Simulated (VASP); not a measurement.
# AlN (Fm-3m) in VASP: a series of runs, part 2 of 2

VASP 6.6.1.

**4. G0W0 quasiparticle levels, PBE**

POSCAR reads:

```
AlN
1.0
    0.0000000000      2.0345180000      2.0345180000
    2.0345180000      0.0000000000      2.0345180000
    2.0345180000      2.0345180000      0.0000000000
Al N
1 1
Direct
    0.5000000000      0.5000000000      0.5000000000
    0.0000000000      0.0000000000      0.0000000000
```

INCAR.step1 reads:

```
SYSTEM = AlN
ALGO = Normal
EDIFF = 1E-8
ENCUT = 450
GGA = PE
ISMEAR = 0
LASPH = .True.
LCHARG = .False.
LREAL = .False.
LWAVE = .True.
NELM = 60
PREC = Accurate
SIGMA = 0.01
```

INCAR.step2 reads:

```
SYSTEM = AlN
ALGO = Exact
EDIFF = 1E-8
ENCUT = 450
GGA = PE
ISMEAR = 0
ISTART = 1
LASPH = .True.
LCHARG = .False.
LOPTICS = .True.
LREAL = .False.
LWAVE = .True.
NBANDS = 44
NELM = 1
PREC = Accurate
SIGMA = 0.01
```

INCAR.step3 reads:

```
SYSTEM = AlN
ALGO = EVGW0
EDIFF = 1E-8
ENCUT = 450
ENCUTGW = 100
GGA = PE
ISMEAR = 0
ISTART = 1
LASPH = .True.
LCHARG = .False.
LREAL = .False.
LWAVE = .False.
NBANDS = 44
NBANDSGW = 12
NELMGW = 1
NOMEGA = 48
PREC = Accurate
PRECFOCK = Fast
SIGMA = 0.01
```

KPOINTS reads:

```
k-points
0
Gamma
  3 3 3
  0 0 0
```

Potentials or basis: VASP PAW PBE potentials, release 64 (Al_GW, N_GW).

The run is started by

```bash
$ cat potpaw_PBE.64/Al_GW/POTCAR potpaw_PBE.64/N_GW/POTCAR > POTCAR
$ cp INCAR.step1 INCAR
$ mpirun -np 1 vasp_std > vasp.out
$ cp INCAR.step2 INCAR
$ mpirun -np 1 vasp_std > vasp.out
$ cp INCAR.step3 INCAR
$ mpirun -np 1 vasp_std > vasp.out
```

OUTCAR:

```text
SYSTEM = AlN
   EDIFF = 1E-8
   ENCUT = 450
   ENCUTGW = 100
   GGA = PE
   ISMEAR = 0
   ISTART = 1
   LASPH = .True.
   LREAL = .False.
   NELMGW = 1
   PREC = Accurate
   PRECFOCK = Fast

 Found      4 irreducible k-points:

 Following reciprocal coordinates:
            Coordinates               Weight
  0.000000  0.000000  0.000000      1.000000
  0.333333  0.000000  0.000000      8.000000
  0.333333  0.333333  0.000000      6.000000
 -0.333333  0.333333  0.000000     12.000000
   k-points           NKPTS =      4   k-points in BZ     NKDIM =     27   number of bands    NBANDS=     44
   number of dos      NEDOS =    301   number of ions     NIONS =      2
   total plane-waves  NPLWV =   8000
   dimension x,y,z NGX =    20 NGY =   20 NGZ =   20
   dimension x,y,z NGXF=    40 NGYF=   40 NGZF=   40
   ions per type =               1   1
   NGX,Y,Z   is equivalent  to a cutoff of  11.56, 11.56, 11.56 a.u.
   NGXF,Y,Z  is equivalent  to a cutoff of  23.11, 23.11, 23.11 a.u.
[... 54 lines left out ...]
   NELMHF              =     1    number of iterations in the inner HF iteration
   NKREDLFX            =     1    NKREDLFY  =   1   NKREDLFZ  =   1
 non-spin polarized calculation
 Gauss-broadening in eV      SIGMA  =   0.01
  energy-cutoff  :      450.00
  volume of cell :       16.84
 maximum number of plane-waves:       375
  NGX = 12; NGY = 12; NGZ = 12
   NGX =  9   NGY =  9   NGZ =  9
 maximum number of plane-waves:        51
 NGX is ok and might be reduce to    10

 QP shifts <psi_nk| G(iteration)W_0 |psi_nk>: iteration 1
 for sc-GW calculations column KS-energies equals QP-energies in previous step
 and V_xc(KS)=  KS-energies - (<T + V_ion + V_H > + <T+V_H+V_ion>^1  + <V_x>^1)

 k-point   1 :       0.0000    0.0000    0.0000
  band No.  KS-energies  QP-energies   sigma(KS)   V_xc(KS)     V^pw_x(r,r')   Z            occupation Imag(sigma)

      1      -8.8173     -10.1743     -16.4655     -14.5807     -24.7400       0.7200       2.0000       1.3582
      2       8.6417       8.2449     -17.8350     -17.3363     -21.4544       0.7956       2.0000       0.1264
      3       8.6417       8.2449     -17.8350     -17.3363     -21.4544       0.7956       2.0000       0.1264
      4       8.6417       8.2449     -17.8350     -17.3363     -21.4544       0.7956       2.0000       0.1264
      5      13.9874      15.0755     -13.2251     -14.5892      -8.4956       0.7977       0.0000      -0.1293
      6      20.5617      21.3905      -9.5807     -10.5978      -4.3058       0.8148       0.0000      -0.1626
      7      20.5617      21.3905      -9.5807     -10.5978      -4.3058       0.8148       0.0000      -0.1626
      8      20.5617      21.3905      -9.5807     -10.5978      -4.3058       0.8148       0.0000      -0.1626
      9      25.6576      25.8736      -9.1186      -9.4009      -2.4763       0.7654       0.0000      -0.5080
     10      26.0934      27.2644     -10.0142     -11.4784      -4.4140       0.7998       0.0000      -0.2441
     11      26.0934      27.2644     -10.0142     -11.4784      -4.4140       0.7998       0.0000      -0.2441
     12      26.9887      28.0350      -9.7935     -11.1255      -2.8392       0.7855       0.0000      -0.6227
[... 36 lines left out ...]
      1      -4.8088      -6.0355     -18.2477     -16.6935     -26.0140       0.7893       2.0000       1.0372
      2       2.4746       1.4894     -14.9912     -13.7207     -19.1605       0.7754       2.0000       0.2049
      3       2.7783       1.7644     -15.0737     -13.7665     -19.2138       0.7756       2.0000       0.1960
      4       6.7059       6.0536     -16.8538     -16.0313     -20.6362       0.7931       2.0000       0.1369
      5      14.9498      15.7466     -10.0014     -10.9767      -5.1572       0.8169       0.0000      -0.1290
      6      18.9625      20.3402     -13.0012     -14.7418      -7.8571       0.7915       0.0000      -0.1704
      7      20.4572      21.8186     -13.0262     -14.7639      -7.5244       0.7835       0.0000      -0.2041
      8      21.9832      23.2109     -10.7102     -12.2465      -4.9831       0.7991       0.0000      -0.2386
      9      24.8370      25.7236     -10.2412     -11.3985      -3.7527       0.7662       0.0000      -0.3747
     10      28.3344      29.1824      -9.4875     -10.5322      -3.1688       0.8118       0.0000      -0.5335
     11      31.7419      32.7123      -9.4311     -10.6832      -2.2499       0.7750       0.0000      -0.8121
     12      35.0344      36.5110     -11.0497     -12.9358      -3.8165       0.7829       0.0000      -1.0107
```

Wall time 7.3 s (1 thread of Intel Xeon Platinum 8488C (Sapphire Rapids), shared host); peak memory 0.12 GiB.

The run converged, but some of its settings lie outside the range that counts as converged, so its numbers aren't taken as properties of the crystal.

Results:

```
Band gap on the k mesh, mean-field level : 5.35 eV, direct
Quasiparticle gap                        : 6.83 eV
Least direct quasiparticle gap           : 6.83 eV
```

Caveat: the k mesh is coarse (spacing up to 0.89 Å⁻¹), so the values aren't converged; the cutoff is under 1.25 times the usual one of these potentials, so pressure, stress and relaxed cells hold a basis-set (Pulay) error; bands, screening cutoff and mesh are small and nothing is extrapolated, so the quasiparticle values aren't converged.

**5. The reference run**

An earlier run on the cell as given: functional PBE; potentials or basis VASP PAW PBE potentials, release 64 (Al, N); cutoff 520 eV; k mesh 11 × 11 × 11; occupations fermi-dirac, width 0.05 eV; no spin polarisation.

- Pressure: 0.0 GPa
- Band gap on the k mesh: 4.55 eV, indirect (least direct gap 5.41 eV)
